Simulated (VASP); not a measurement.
# FeO (Wuestite) (Fm-3m) in VASP: settings compared

Aim: see how the results for FeO (Wuestite) move with the level of theory and the settings. Levels: LDA, PBE. Tasks: single point, relaxation of cell and atoms.

Program: VASP 6.6.1. These are calculated values, not measurements. Logs are shortened: lines on timing, memory, paths and dates and some standing lists are left out, and cuts for length are marked.

### 1 The crystal as given

It takes space group Fm-3m (No. 225, cubic). The conventional cell has a = 4.311 Å, b = 4.311 Å, c = 4.311 Å, α = 90.00°, β = 90.00°, γ = 90.00°. Fe (site symmetry m-3m) is surrounded by 6 O at 2.16 Å. Around O (site symmetry m-3m) lie 6 Fe at 2.16 Å.

### 2 Single point, LDA, collinear spin, ferromagnetic start

The input, INCAR:

```
PREC     = Accurate       # precision mode
ENCUT    = 450            # plane-wave cutoff, eV
EDIFF    = 1E-7           # SCF threshold, eV
ISMEAR   = 0              # smearing method
SIGMA    = 0.05           # smearing width, eV
LREAL    = False          # projectors in reciprocal space
LASPH    = True           # aspherical terms in the spheres
NELM     = 100            # most SCF steps
ALGO     = Normal         # electronic algorithm
ISIF     = 2              # what is computed and relaxed
LWAVE    = False          # write WAVECAR
LCHARG   = False          # write CHGCAR
ISPIN    = 2              # spin polarisation
MAGMOM   = 3 0            # initial moments
LORBIT   = 11             # projections on sites
LMAXMIX  = 4              # l up to which the mixer works
NBANDS   = 18             # bands
ADDGRID  = False
```

The input, KPOINTS:

```
Automatic mesh
0
Gamma
  13 13 13
```

The input, POSCAR:

```
FeO
1.0
    0.0000000000      2.1554000000      2.1554000000
    2.1554000000      0.0000000000      2.1554000000
    2.1554000000      2.1554000000      0.0000000000
Fe O
1 1
Direct
    0.0000000000      0.0000000000      0.0000000000
    0.5000000000      0.5000000000      0.5000000000
```

Potentials or basis: VASP PAW LDA potentials, release 64 (Fe, O).

Launch:

```
cat potpaw_LDA.64/Fe/POTCAR potpaw_LDA.64/O/POTCAR > POTCAR
mpirun -np 1 vasp_std > vasp.out
```

OUTCAR:

```text
PREC = Accurate
   ENCUT = 450
   EDIFF = 1E-7
   ISMEAR = 0
   LREAL = False
   LASPH = True
   NELM = 100
   ISIF = 2
   ISPIN = 2
   LORBIT = 11

 Found     84 irreducible k-points:

 Following reciprocal coordinates:
            Coordinates               Weight
  0.000000  0.000000  0.000000      1.000000
  0.076923  0.000000  0.000000      8.000000
  0.153846  0.000000  0.000000      8.000000
  0.230769  0.000000  0.000000      8.000000
  0.307692  0.000000  0.000000      8.000000
  0.384615  0.000000  0.000000      8.000000
   k-points           NKPTS =     84   k-points in BZ     NKDIM =     84   number of bands    NBANDS=     18
   number of dos      NEDOS =    301   number of ions     NIONS =      2
   total plane-waves  NPLWV =  13824
   dimension x,y,z NGX =    24 NGY =   24 NGZ =   24
   dimension x,y,z NGXF=    48 NGYF=   48 NGZF=   48
   ions per type =               1   1
   NGX,Y,Z   is equivalent  to a cutoff of  13.09, 13.09, 13.09 a.u.
   NGXF,Y,Z  is equivalent  to a cutoff of  26.18, 26.18, 26.18 a.u.
 SYSTEM =  unknown system
   PREC   = accura    normal or accurate (medium, high low for compatibility)
   ISTART =      0    job   : 0-new  1-cont  2-samecut
   ICHARG =      2    charge: 1-file 2-atom 10-const
   ISPIN  =      2    spin polarized calculation?
   LNONCOLLINEAR =      F non collinear calculations
   LSORBIT =      F    spin-orbit coupling
   LASPH  =      T    aspherical Exc in radial PAW
   ENCUT  =  450.0 eV  33.07 Ry    5.75 a.u.   5.27  5.27  5.27*2*pi/ulx,y,z
   NELM   =    100;   NELMIN=  2; NELMDL= -5     # of ELM steps
   EDIFF  = 0.1E-06   stopping-criterion for ELM
   LREAL  =      F    real-space projection
   EDIFFG = 0.1E-05   stopping-criterion for IOM
   NSW    =      0    number of steps for IOM
   IBRION =     -1    ionic relax: 0-MD 1-quasi-New 2-CG
   NFREE  =      0    steps in history (QN), initial steepest desc. (CG)
   ISIF   =      2    stress and relaxation
   ISYM   =      2    0-nonsym 1-usesym 2-fastsym
   POTIM  = 0.5000    time-step for ionic-motion
   TEBEG  =    0.0;   TEEND  =   0.0 temperature during run
   PSTRESS=    0.0 pullay stress
   NELECT =      14.0000    total number of electrons
   NUPDOWN=      -1.0000    fix difference up-down
   EMIN   =  10.00;   EMAX   =-10.00  energy-range for DOS
   EFERMI =   0.00;   METHOD = LEGACY
   ISMEAR =     0;   SIGMA  =   0.05  broadening in eV -4-tet -1-fermi 0-gaus
   EFERMI_NEDOS =   21; number of points for ismear=-14 and -15
   IALGO  =     38    algorithm
   IMIX   =      4    mixing-type and parameters
     AMIX     =   0.40;   BMIX     =  1.00
     AMIX_MAG =   1.60;   BMIX_MAG =  1.00
  volume/ion in A,a.u.               =      10.01        67.57
  Fermi-wavevector in a.u.,A,eV,Ry     =   1.452935  2.745650 28.722187  2.111021
  Thomas-Fermi vector in A             =   2.570260
   LORBIT       =     11    0 simple, 1 ext, 2 COOP (PROOUT), +10 PAW based schemes
   GGA     = CA    functional components
   LHFCALC =     F    Hartree Fock is set to
   AEXX    =    0.0000 exact exchange contribution
   IVDW    =     0    specifies the selected vdW correction
   LEPSILON=     F    determine dielectric tensor
   LRPA    =     F    only Hartree local field effects (RPA)
 spin polarized calculation
 Gauss-broadening in eV      SIGMA  =   0.05
  energy-cutoff  :      450.00
  volume of cell :       20.03
 maximum number of plane-waves:       445
 NGX is ok and might be reduce to    24
   NGX = 11   NGY = 11   NGZ = 11

 number of electron      13.9999998 magnetization       3.9999282

 Free energy of the ion-electron system (eV)
  ---------------------------------------------------
  ext. energy  EPLUGINS =         0.00000000
  ---------------------------------------------------
  free energy    TOTEN  =       -16.40720097 eV

  energy without entropy =      -16.40557577  energy(sigma->0) =      -16.40638837

 E-fermi :   5.8226     XC(G=0): -12.6224

 val. band max:        5.8140350668   @ k =  -0.3077   0.0769   0.0000
 cond. band min:       5.8252047059   @ k =   0.0769   0.0769   0.0000
 fundamental gap:      0.0111696391
 Fermi energy:         5.8226014716

 spin component 1

 k-point     1 :       0.0000    0.0000    0.0000
  band No.  band energies     occupation
      1     -14.5454      1.00000
      2       2.0870      1.00000
      3       2.0870      1.00000
      4       2.0870      1.00000
      5       2.1963      1.00000
      6       2.1963      1.00000
      7       2.1963      1.00000
      8       2.4632      1.00000
      9       2.4632      1.00000
     10       6.0604      0.00000
     11      21.2231      0.00000
     12      22.8248      0.00000
     13      22.8248      0.00000
     14      22.8248      0.00000
     15      26.4082      0.00000
     16      26.4082      0.00000
     17      26.4082      0.00000
     18      29.5197      0.00000

 k-point     2 :       0.0769    0.0000    0.0000
  band No.  band energies     occupation
      1     -14.4855      1.00000
      2       1.3923      1.00000
      3       1.5019      1.00000
      4       1.5019      1.00000
      5       2.2679      1.00000
      6       2.2679      1.00000
      7       2.5023      1.00000
      8       3.0466      1.00000
      9       3.0466      1.00000
     10       6.4816      0.00000
     11      20.1387      0.00000
     12      22.6437      0.00000
     13      22.6437      0.00000
     14      23.3496      0.00000
     15      25.8592      0.00000
     16      25.8592      0.00000
     17      27.1364      0.00000
     18      30.5083      0.00000

 k-point     3 :       0.1538    0.0000    0.0000
  band No.  band energies     occupation
      1     -14.3116      1.00000
      2       0.3576      1.00000
      3       0.8441      1.00000
      4       0.8441      1.00000
      5       2.3914      1.00000
      6       2.3914      1.00000
      7       2.7031      1.00000
      8       3.7819      1.00000
      9       3.7819      1.00000
     10       7.4170      0.00000
     11      18.4145      0.00000
     12      21.9253      0.00000
     13      21.9253      0.00000
     14      23.8069      0.00000
     15      25.4773      0.00000
     16      25.4773      0.00000
     17      28.9336      0.00000
     18      32.3016      0.00000

 k-point     4 :       0.2308    0.0000    0.0000
  band No.  band energies     occupation
      1     -14.0530      1.00000
      2      -0.7266      1.00000
      3       0.2749      1.00000
      4       0.2749      1.00000
      5       2.5690      1.00000
      6       2.5690      1.00000
      7       2.9092      1.00000
      8       4.4670      1.00000
      9       4.4670      1.00000
     10       8.4419      0.00000
     11      16.7726      0.00000
     12      20.7940      0.00000
     13      20.7940      0.00000
     14      24.1420      0.00000
     15      25.8311      0.00000
     16      25.8311      0.00000
     17      30.9891      0.00000
     18      33.7942      0.00000

 k-point     5 :       0.3077    0.0000    0.0000
  band No.  band energies     occupation
      1     -13.7579      1.00000
      2      -1.6938      1.00000
      3      -0.1745      1.00000
      4      -0.1745      1.00000
      5       2.7638      1.00000
      6       2.7638      1.00000
      7       3.1515      1.00000
      8       5.0491      1.00000
      9       5.0491      1.00000
     10       9.2885      0.00000
     11      15.4630      0.00000
     12      19.6794      0.00000
     13      19.6794      0.00000
     14      24.4993      0.00000
     15      26.6587      0.00000
     16      26.6587      0.00000
     17      31.5100      0.00000
     18      34.0642      0.00000

 k-point     6 :       0.3846    0.0000    0.0000
  band No.  band energies     occupation
      1     -13.4938      1.00000
      2      -2.4245      1.00000
      3      -0.4845      1.00000
      4      -0.4845      1.00000
      5       2.9307      1.00000
      6       2.9307      1.00000
      7       3.3934      1.00000
      8       5.4790      1.00000
      9       5.4790      1.00000
     10       9.7744      0.00000
     11      14.6598      0.00000
     12      18.8272      0.00000
     13      18.8272      0.00000
     14      24.9024      0.00000
     15      27.7457      0.00000
     16      27.7457      0.00000
     17      30.5056      0.00000
     18      33.2306      0.00000

 [... further k-points ...]

 spin component 2

 k-point     1 :       0.0000    0.0000    0.0000
  band No.  band energies     occupation
      1     -13.9696      1.00000
      2       2.6997      1.00000
      3       2.6997      1.00000
      4       2.6997      1.00000
      5       5.0727      1.00000
      6       5.0727      1.00000
      7       5.0728      1.00000
      8       5.7953      0.77990
      9       5.7953      0.77975
     10       6.8292      0.00000
     11      21.4444      0.00000
     12      23.8672      0.00000
     13      23.8673      0.00000
     14      23.8673      0.00000
     15      27.6944      0.00000
     16      27.6944      0.00000
     17      27.6944      0.00000
     18      30.6647      0.00000

 k-point     2 :       0.0769    0.0000    0.0000
  band No.  band energies     occupation
      1     -13.9090      1.00000
      2       2.2134      1.00000
      3       2.5034      1.00000
      4       2.5034      1.00000
      5       5.1490      1.00000
      6       5.1490      1.00000
      7       5.1666      1.00000
      8       6.0066      0.00000
      9       6.0066      0.00000
     10       7.2482      0.00000
     11      20.7185      0.00000
     12      23.6811      0.00000
     13      23.6811      0.00000
     14      24.0951      0.00000
     15      27.0903      0.00000
     16      27.0903      0.00000
     17      28.3655      0.00000
     18      31.6911      0.00000

 k-point     3 :       0.1538    0.0000    0.0000
  band No.  band energies     occupation
      1     -13.7336      1.00000
      2       1.1961      1.00000
      3       2.0661      1.00000
      4       2.0661      1.00000
      5       5.3304      1.00000
      6       5.3305      1.00000
      7       5.3306      1.00000
      8       6.5250      0.00000
      9       6.5250      0.00000
     10       8.1903      0.00000
     11      19.2472      0.00000
     12      22.9550      0.00000
     13      22.9550      0.00000
     14      24.4851      0.00000
     15      26.6226      0.00000
     16      26.6226      0.00000
     17      29.9884      0.00000
     18      33.5008      0.00000

 k-point     4 :       0.2308    0.0000    0.0000
  band No.  band energies     occupation
      1     -13.4726      1.00000
      2       0.0923      1.00000
      3       1.5878      1.00000
      4       1.5878      1.00000
      5       5.5476      1.00000
      6       5.5720      1.00000
      7       5.5720      1.00000
      8       7.1482      0.00000
      9       7.1482      0.00000
     10       9.2163      0.00000
     11      17.7046      0.00000
     12      21.7917      0.00000
     13      21.7917      0.00000
     14      24.9150      0.00000
     15      26.8958      0.00000
     16      26.8958      0.00000
     17      31.8599      0.00000
     18      34.8956      0.00000

 k-point     5 :       0.3077    0.0000    0.0000
  band No.  band energies     occupation
      1     -13.1746      1.00000
      2      -0.8966      1.00000
      3       1.1757      1.00000
      4       1.1757      1.00000
      5       5.8329      0.38543
      6       5.8329      0.38532
      7       5.8377      0.33424
      8       7.7366      0.00000
      9       7.7366      0.00000
     10      10.0356      0.00000
     11      16.4315      0.00000
     12      20.6183      0.00000
     13      20.6183      0.00000
     14      25.3845      0.00000
     15      27.6599      0.00000
     16      27.6599      0.00000
     17      32.1949      0.00000
     18      34.9347      0.00000

 k-point     6 :       0.3846    0.0000    0.0000
  band No.  band energies     occupation
      1     -12.9079      1.00000
      2      -1.6441      1.00000
      3       0.8806      1.00000
      4       0.8806      1.00000
      5       6.0572      0.00000
      6       6.0572      0.00000
      7       6.1613      0.00000
      8       8.1965      0.00000
      9       8.1965      0.00000
     10      10.4478      0.00000
     11      15.6559      0.00000
     12      19.7017      0.00000
     13      19.7017      0.00000
     14      25.8792      0.00000
     15      28.7074      0.00000
     16      28.7074      0.00000
     17      31.0962      0.00000
     18      33.9597      0.00000

 [... further k-points ...]

------------------------ aborting loop because EDIFF is reached ----------------------------------------

  FORCE on cell =-STRESS in cart. coord.  units (eV):
  Direction    XX          YY          ZZ          XY          YZ          ZX
  --------------------------------------------------------------------------------------
  -------------------------------------------------------------------------------------
  Total       -2.0615761     -2.0615761     -2.0615761      0.0000000      0.0000000      0.0000000
  in kB     -164.9287366   -164.9287366   -164.9287366      0.0000000      0.0000000      0.0000000
  external PRESSURE =    -164.9287366 kB  Pullay stress =       0.0000000 kB

 VOLUME and BASIS-vectors are now :
 -----------------------------------------------------------------------------
  energy-cutoff  :      450.00
  volume of cell :       20.03
      direct lattice vectors                 reciprocal lattice vectors
     0.000000000  2.155400000  2.155400000    -0.231975503  0.231975503  0.231975503
     2.155400000  0.000000000  2.155400000     0.231975503 -0.231975503  0.231975503
     2.155400000  2.155400000  0.000000000     0.231975503  0.231975503 -0.231975503

 POSITION                                       TOTAL-FORCE (eV/Angst)
 -----------------------------------------------------------------------------------
      0.00000      0.00000      0.00000        -0.000000     -0.000000     -0.000000
      2.15540      2.15540      2.15540         0.000000      0.000000      0.000000
 -----------------------------------------------------------------------------------
    total drift:                                0.000000     -0.000000      0.000000

  FREE ENERGIE OF THE ION-ELECTRON SYSTEM (eV)
  ---------------------------------------------------
  free  energy   TOTEN  =       -16.4072009749 eV

  energy  without entropy=      -16.4055757739  energy(sigma->0) =      -16.40638837

 total charge

# of ion       s       p       d       tot
------------------------------------------
    1        0.293   0.364   6.107   6.764
    2        1.553   3.412   0.000   4.965
--------------------------------------------------
tot          1.846   3.776   6.107  11.729

 magnetization (x)

# of ion       s       p       d       tot
------------------------------------------
    1        0.024   0.021   3.531   3.576
    2        0.030   0.288   0.000   0.319
--------------------------------------------------
tot          0.055   0.309   3.531   3.895
```

Wall time 54 s (1 thread of Intel Xeon Platinum 8375C at 2.90GHz (Ice Lake), shared host); peak memory 0.16 GiB.

The run converged, but some of its settings lie outside the range that counts as converged, so its numbers aren't taken as properties of the crystal.

Results:

- Free energy: -16.4072 eV
- Band gap on the k mesh: none (metal or under the smearing width)
- Net moment: 4.00 μB per cell
- Site moments: Fe +3.58; O +0.32 μB
- Valence electrons inside the program's atomic spheres: Fe 6.76; O 4.96

Caveat: the cutoff is under 1.25 times the usual one of these potentials, so pressure, stress and relaxed cells hold a basis-set (Pulay) error; a cell with one magnetic atom can't hold antiferromagnetic order, which such compounds often take; semilocal functionals often make such compounds metallic where correlation or magnetic order opens a gap, which also shifts bond lengths.

(Part 1 of 2 ends here.)
